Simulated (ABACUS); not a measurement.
# MoS2 (P-3m1) in ABACUS: single point with PBEsol

Aim: the single point of MoS2 with PBEsol.

Program: ABACUS 3.10.1. These are calculated values, not measurements. Logs are shortened: lines on timing, memory, paths and dates and some standing lists are left out, and cuts for length are marked.

## Step 1: The structure

The structure is trigonal, space group P-3m1 (No. 164). Conventional cell: a = 3.227 Å, b = 3.227 Å, c = 6.312 Å, α = 90.00°, β = 90.00°, γ = 120.00°. Mo (site symmetry -3m) is surrounded by 6 S at 2.42 Å. Around S (site symmetry 3m) lie 3 Mo at 2.42 Å.

Measurements of this composition are mostly on another form, of space group No. 194.

## Step 2: Single point, PBEsol

The input, run_abacus.py:

```python
"""ABACUS run from a structure file: ASE reads it, the script writes STRU, KPT and INPUT."""
import re
import subprocess
import spglib
from ase import Atoms
from ase.io import read
from ase.units import Bohr

atoms = read("MoS2.cif")
cell, frac, numbers = spglib.standardize_cell((atoms.cell[:], atoms.get_scaled_positions(), atoms.numbers), to_primitive=True, symprec=1e-4)
atoms = Atoms(numbers=numbers, cell=cell, scaled_positions=frac, pbc=True)  # the primitive cell
atoms = atoms[(-atoms.numbers).argsort(kind="stable")]  # ABACUS lists atoms element by element
pseudo = {'Mo': 'Mo.upf', 'S': 'S.upf'}
orbital = {}
magmoms = None
kmesh = [7, 7, 3]
params = {
    'suffix': 'MoS2',
    'calculation': 'scf',
    'basis_type': 'pw',
    'pseudo_dir': './',
    'symmetry': 1,
    'dft_functional': 'pbesol',
    'ecutwfc': 81,
    'pseudo_rcut': 10,
    'nspin': 1,
    'nbands': 23,
    'ks_solver': 'dav',
    'smearing_method': 'fd',
    'smearing_sigma': 0.00367493,
    'scf_thr': 1e-08,
    'scf_nmax': 100,
    'mixing_type': 'broyden',
    'mixing_beta': 0.7,
    'cal_force': 1,
    'cal_stress': 1,
    'out_chg': 1,
    'out_pot': 2,
    'out_elf': 1,
}

symbols = atoms.get_chemical_symbols()
elements = list(dict.fromkeys(symbols))
lines = ["ATOMIC_SPECIES"] + [f"{e} {atoms.get_masses()[symbols.index(e)]:.4f} {pseudo[e]}" for e in elements]
if orbital:
    lines += ["", "NUMERICAL_ORBITAL"] + [orbital[e] for e in elements]
lines += ["", "LATTICE_CONSTANT", f"{1 / Bohr:.10f}", "", "LATTICE_VECTORS"]
lines += [" ".join(f"{x:.10f}" for x in v) for v in atoms.cell]
lines += ["", "ATOMIC_POSITIONS", "Direct"]
for e in elements:
    lines += ["", e, "0.0", str(symbols.count(e))]
    for i, p in enumerate(atoms.get_scaled_positions(wrap=False)):
        if symbols[i] == e:
            mag = "" if magmoms is None else " mag " + " ".join(str(x) for x in (magmoms[i] if isinstance(magmoms[i], list) else [magmoms[i]]))
            lines.append(" ".join(f"{x:.10f}" for x in p) + " 1 1 1" + mag)
open("STRU", "w").write("\n".join(lines) + "\n")
open("KPT", "w").write("K_POINTS\n0\nGamma\n%d %d %d 0 0 0\n" % tuple(kmesh))
open("INPUT", "w").write("INPUT_PARAMETERS\n" + "".join(f"{k:<20s}{v}\n" for k, v in params.items()))

done = subprocess.run(['mpirun', '-np', '4', 'abacus'])
if done.returncode:
    raise SystemExit(done.returncode)
log = open("OUT.MoS2/running_scf.log").read()
print("final energy (eV):", re.findall(r"FINAL_ETOT_IS (\S+)", log))
```

The input, MoS2.cif:

```cif
data_MoS2
_cell_length_a 3.22746456
_cell_length_b 3.22746456
_cell_length_c 6.31247342
_cell_angle_alpha 90.00000000
_cell_angle_beta 90.00000000
_cell_angle_gamma 120.00000000
_space_group_name_H-M_alt 'P-3m1'
_space_group_name_Hall '-P 3 2"'
_space_group_IT_number 164
loop_
_space_group_symop_operation_xyz
'x,y,z'
'-x,-y,-z'
'-y,x-y,z'
'y,-x+y,-z'
'-x+y,-x,z'
'x-y,x,-z'
'y,x,-z'
'-y,-x,z'
'x-y,-y,-z'
'-x+y,y,z'
'-x,-x+y,-z'
'x,x-y,z'
loop_
_atom_site_label
_atom_site_type_symbol
_atom_site_symmetry_multiplicity
_atom_site_Wyckoff_symbol
_atom_site_fract_x
_atom_site_fract_y
_atom_site_fract_z
_atom_site_occupancy
Mo1 Mo 1 b 0.0000000000 0.0000000000 0.5000000000 1
S1 S 2 d 0.6666666667 0.3333333333 0.7446806800 1
```

Potentials or basis: PseudoDojo NC SR 0.4.1 PBE standard, plane waves.

Launch:

```console
$ OMP_NUM_THREADS=1 python run_abacus.py > log
```

running log:

```text
ABACUS v3.10.1

               Atomic-orbital Based Ab-initio Computation at UStc

 ------------------------------------------------------------------------------------

 READING GENERAL INFORMATION
                           global_out_dir = OUT.MoS2/
                           global_in_card = INPUT
                               pseudo_dir = ./
                              orbital_dir =
                                    DSIZE = 4
                                    GSIZE = 1

 READING UNITCELL INFORMATION
                                    ntype = 2
                  lattice constant (Bohr) = 1.88973
              lattice constant (Angstrom) = 1

 READING ATOM TYPE 1
                               atom label = Mo
                      L=0, number of zeta = 1
                      L=1, number of zeta = 1
                      L=2, number of zeta = 1
             number of atom for this type = 1

 READING ATOM TYPE 2
                               atom label = S
                      L=0, number of zeta = 1
                      L=1, number of zeta = 1
                      L=2, number of zeta = 1
             number of atom for this type = 2

                        TOTAL ATOM NUMBER = 3
DIRECT COORDINATES
    atom                   x                   y                   z     mag                  vx                  vy                  vz
taud_Mo1            0.0000000000        0.0000000000        0.5000000000  0.0000        0.0000000000        0.0000000000        0.0000000000
taud_S1            0.6666666667        0.3333333333        0.7446806800  0.0000        0.0000000000        0.0000000000        0.0000000000
taud_S2            0.3333333333        0.6666666667        0.2553193200  0.0000        0.0000000000        0.0000000000        0.0000000000

                          Volume (Bohr^3) = 384.282
                             Volume (A^3) = 56.9446

 Lattice vectors: (Cartesian coordinate: in unit of a_0)
             +3.22746                  +0                  +0
             -1.61373            +2.79507                  +0
                   +0                  +0            +6.31247
 Reciprocal vectors: (Cartesian coordinate: in unit of 2 pi/a_0)
            +0.309841           +0.178887                  -0
                   -0           +0.357773                  -0
                   +0                  -0           +0.158417
 The esolver type has been set to : ksdft_pw

                PAO radial cut off (Bohr) = 10

 Read in pseudopotential file is Mo.upf
                     pseudopotential type = NC
          exchange-correlation functional = PBE
                 nonlocal core correction = 1
                        valence electrons = 14
                                     lmax = 2
                           number of zeta = 4
                     number of projectors = 6
                           L of projector = 0
                           L of projector = 0
                           L of projector = 1
                           L of projector = 1
                           L of projector = 2
                           L of projector = 2
 XC functional updated to : pbesol
          exchange-correlation functional = PBESOL
                PAO radial cut off (Bohr) = 10

 Read in pseudopotential file is S.upf
                     pseudopotential type = NC
          exchange-correlation functional = PBE
                 nonlocal core correction = 1
                        valence electrons = 6
                                     lmax = 2
                           number of zeta = 2
                     number of projectors = 6
                           L of projector = 0
                           L of projector = 0
                           L of projector = 1
                           L of projector = 1
                           L of projector = 2
                           L of projector = 2
 XC functional updated to : pbesol
          exchange-correlation functional = PBESOL
     initial pseudo atomic orbital number = 18

 SETUP THE ELECTRONS NUMBER
            electron number of element Mo = 14
      total electron number of element Mo = 14
             electron number of element S = 6
       total electron number of element S = 12
            AUTOSET number of electrons:  = 26
                           occupied bands = 13
                                   NBANDS = 23
                                   NLOCAL = 27

%%%%%%%%%%%%%%%%%%%%%%%%%%%%%%%%%%%%%%%%%%%%%%%%%%%%%%%%%%%%%%%%%%%%%%%%%%%%%%%%%%%%%%%%%%%%%%%%%%%%%%%%%%
 Warning: the number of valence electrons in pseudopotential > 6 for Mo: [Kr] 4d5 5s1
 Pseudopotentials with additional electrons can yield (more) accurate outcomes, but may be less efficient.
 If you're confident that your chosen pseudopotential is appropriate, you can safely ignore this warning.
%%%%%%%%%%%%%%%%%%%%%%%%%%%%%%%%%%%%%%%%%%%%%%%%%%%%%%%%%%%%%%%%%%%%%%%%%%%%%%%%%%%%%%%%%%%%%%%%%%%%%%%%%%

 SETUP THE PLANE WAVE BASIS
 energy cutoff for charge/potential (unit:Ry) = 324
            fft grid for charge/potential = [ 36, 36, 72 ]
[... 83 lines left out ...]
                       right hand lattice = 1
(for k-lattice: )
                             BRAVAIS TYPE = 4
                     BRAVAIS LATTICE NAME = 04. Hexagonal cell
                                    ibrav = 4
                       right hand lattice = 1
                        ROTATION MATRICES = 24
                               nkstot_ibz = 20
K-POINTS REDUCTION ACCORDING TO SYMMETRY
     IBZ    DIRECT_X    DIRECT_Y    DIRECT_Z  WEIGHT  ibz2bz
       1  0.00000000  0.00000000  0.00000000  0.0068       0
       2 -0.14285714  0.14285714  0.00000000  0.0408       1
       3 -0.28571429  0.28571429  0.00000000  0.0408       2
       4 -0.42857143  0.42857143  0.00000000  0.0408       3
       5 -0.14285714  0.28571429  0.00000000  0.0408       8
       6 -0.28571429  0.42857143  0.00000000  0.0816       9
[... 12 lines left out ...]
      19  0.42857143 -0.28571429  0.33333333  0.0816      60
      20  0.42857143  0.28571429  0.33333333  0.0816      65

                               nkstot now = 20
[... K-POINTS DIRECT COORDINATES: 20 rows ...]

           k-point number in this process = 20
       minimum distributed K point number = 20
[... stars of the k points ...]

[... K-POINTS CARTESIAN COORDINATES: 20 rows ...]

[... K-POINTS DIRECT COORDINATES: 20 rows ...]

 SETUP PLANE WAVES FOR WAVE FUNCTIONS
     energy cutoff for wavefunc (unit:Ry) = 81
              fft grid for wave functions = [ 36, 36, 72 ]
                    number of plane waves = 6325
                         number of sticks = 253

 PARALLEL PW FOR WAVE FUNCTIONS
     PROC   COLUMNS(POT)             PW
        1             64           1586
        2             63           1579
        3             63           1579
        4             63           1581
 --------------- sum -------------------
        4            253           6325

 SETUP NONLOCAL PSEUDOPOTENTIALS IN PLANE WAVE BASIS
 Mo non-local projectors:
 projector 1 L=0
 projector 2 L=0
 projector 3 L=1
 projector 4 L=1
 projector 5 L=2
 projector 6 L=2
 S non-local projectors:
 projector 1 L=0
 projector 2 L=0
 projector 3 L=1
 projector 4 L=1
 projector 5 L=2
 projector 6 L=2
      TOTAL NUMBER OF NONLOCAL PROJECTORS = 54

 Init Non-Local PseudoPotential table :
 Init Non-Local-Pseudopotential done.

                                     npwx = 1200

 Make real space PAO into reciprocal space.
       max mesh points in Pseudopotential = 1001
     dq(describe PAO in reciprocal space) = 0.01
                                    max q = 1084

 number of pseudo atomic orbitals for Mo is 4
WARNING: norm of atomic wavefunction # 3 of atomic type Mo is 0.999963, renormalized
WARNING: norm of atomic wavefunction # 4 of atomic type Mo is 0.999469, renormalized

 number of pseudo atomic orbitals for S is 2
WARNING: norm of atomic wavefunction # 2 of atomic type S is 0.999996, renormalized

 -------------------------------------------
 SELF-CONSISTENT
 -------------------------------------------
                                 init_chg = atomic

 PW ALGORITHM --------------- ION=   1  ELEC=   1--------------------------------

 Density error is 0.566372345448
                          Error Threshold = 0.01
----------------------------------------------------------
     Energy           Rydberg                 eV
----------------------------------------------------------
 E_KohnSham     -184.2985376571      -2507.5102452047
 E_Harris       -191.7313918669      -2608.6394148604
 E_Fermi        0.7937884883         10.8000464473
----------------------------------------------------------
[... 87 lines left out ...]
 Density error is 1.99277854917e-09
                          Error Threshold = 5.45950506427e-10
----------------------------------------------------------
     Energy           Rydberg                 eV
----------------------------------------------------------
 E_KohnSham     -184.5687372918      -2511.1864998337
 E_KS(sigma->0) -184.5681552031      -2511.1785801111
 E_Harris       -184.5682388033      -2511.1797175499
 E_band         -13.1169437557       -178.4651754232
 E_one_elec     -95.0906336640       -1293.7744442607
 E_Hartree      57.6817214773        784.8000825408
 E_xc           -32.9945836604       -448.9143409195
 E_Ewald        -114.1640772674      -1553.2819577493
 E_entropy(-TS) -0.0011641773        -0.0158394450
 E_descf        0.0000000000         0.0000000000
 E_exx          0.0000000000         0.0000000000
 E_Fermi        0.7526099334         10.2397834655
----------------------------------------------------------

 charge density convergence is achieved
 final etot is -2511.1864998 eV
 EFERMI = 10.239783466 eV
The vacuum level is 14.83277205 eV

 STATE ENERGY(eV) AND OCCUPATIONS    NSPIN == 1
 1/20 kpoint (Cartesian) = 0.0000 0.0000 0.0000 (1183 pws)
       1       -51.5282      0.0136054
       2       -25.5939      0.0136054
       3       -25.5583      0.0136054
       4       -25.5583      0.0136054
       5       -4.69139      0.0136054
       6       -3.22476      0.0136054
[... 140 lines left out ...]
      22        19.9572    6.43671e-86
      23        20.6798        0.00000

[... levels at 14 further k points ...]

------------------------------------------------------------------------------------------
 TOTAL-FORCE (eV/Angstrom)
------------------------------------------------------------------------------------------
                       Mo1         0.0000000000         0.0000000000         0.0000000000
                        S1         0.0000000000         0.0000000000         0.0437315907
                        S2         0.0000000000         0.0000000000        -0.0437315907
------------------------------------------------------------------------------------------

----------------------------------------------------------------
 TOTAL-STRESS (KBAR)
----------------------------------------------------------------
       -40.5069777919         0.0000000000         0.0000000000
        -0.0000000000       -40.5069777912        -0.0000000000
         0.0000000000         0.0000000000        -5.8500745314
----------------------------------------------------------------
 TOTAL-PRESSURE: -28.954677 KBAR

 --------------------------------------------
 !FINAL_ETOT_IS -2511.1864998336636745 eV
 --------------------------------------------
```

Run time: 10 s. Hardware: 4 MPI ranks of AMD EPYC 9R14 (Zen 4), shared host; peak memory 0.36 GiB.

Results:

```yaml
Free_energy: -2511.1865 eV
Pressure: -2.9 GPa
Largest_force: 0.044 eV/Å
Band_gap_on_the_k_mesh: none (metal or under the smearing width)
```

Forces on the atoms (eV/Å):
```
Mo   0.000  0.000  0.000
S    0.000  0.000  0.044
S    0.000  0.000 -0.044
```

Stress tensor (GPa, compression positive):
```
-4.05  0.00  0.00
 0.00 -4.05  0.00
 0.00  0.00 -0.59
```

Caveat: the potentials were made for another functional, which shifts forces and pressure; this functional lacks dispersion, which binds the layers, so the pressure and a relaxed spacing across them are unreliable.
